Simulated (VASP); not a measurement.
Wanted: the native input for a VASP 6.6.1 run.

```
Task                   : single point
Functional             : PBEsol
Potentials or basis    : VASP PAW PBE potentials, release 64 (Al)
Cutoff                 : 520 eV
k mesh                 : 8 × 8 × 8
Occupations            : gaussian, width 0.1 eV
Spin                   : no spin polarisation
Dipole correction      : no
Further INCAR settings : ALGO = Normal; EDIFF = 1e-07; NBANDS = 8
```

The structure of Al lies in POSCAR:

```
Al
1.0
   -1.5912186900      1.5912186900      1.5912186900
    1.5912186900     -1.5912186900      1.5912186900
    1.5912186900      1.5912186900     -1.5912186900
Al
1
Direct
    0.0000000000      0.0000000000      0.0000000000
```

This isn't the form of Al at room conditions, which is fcc.

One way to write it, as run:

INCAR

```
SYSTEM = Al
PREC     = Accurate       ! precision mode
ENCUT    = 520            ! plane-wave cutoff, eV
EDIFF    = 1E-7           ! SCF threshold, eV
ISMEAR   = 0              ! smearing method
SIGMA    = 0.1            ! smearing width, eV
LREAL    = .False.        ! projectors in reciprocal space
LASPH    = .True.         ! aspherical terms in the spheres
NELM     = 60             ! most SCF steps
ALGO     = Normal         ! electronic algorithm
ISIF     = 2              ! what is computed and relaxed
LWAVE    = .False.        ! write WAVECAR
LCHARG   = .False.        ! write CHGCAR
GGA      = PS             ! functional
NBANDS   = 8              ! bands
```

KPOINTS

```
regular mesh
0
Gamma
  8 8 8
  0 0 0
```

Potentials or basis: VASP PAW PBE potentials, release 64 (Al).

The run is started by

```bash
$ cat potpaw_PBE.64/Al/POTCAR > POTCAR
$ mpirun -np 1 vasp_std > vasp.out
```

It gave:

```
Pressure               : 2.7 GPa
Band gap on the k mesh : none (metal or under the smearing width)
```

Caveat: the PAW data sets were made with another functional, which shifts forces and pressure a little.

It took 3 s on 1 thread of AMD EPYC 7R43 64-Core Processor (Zen 3), with other jobs on the host, peak memory 0.08 GiB.
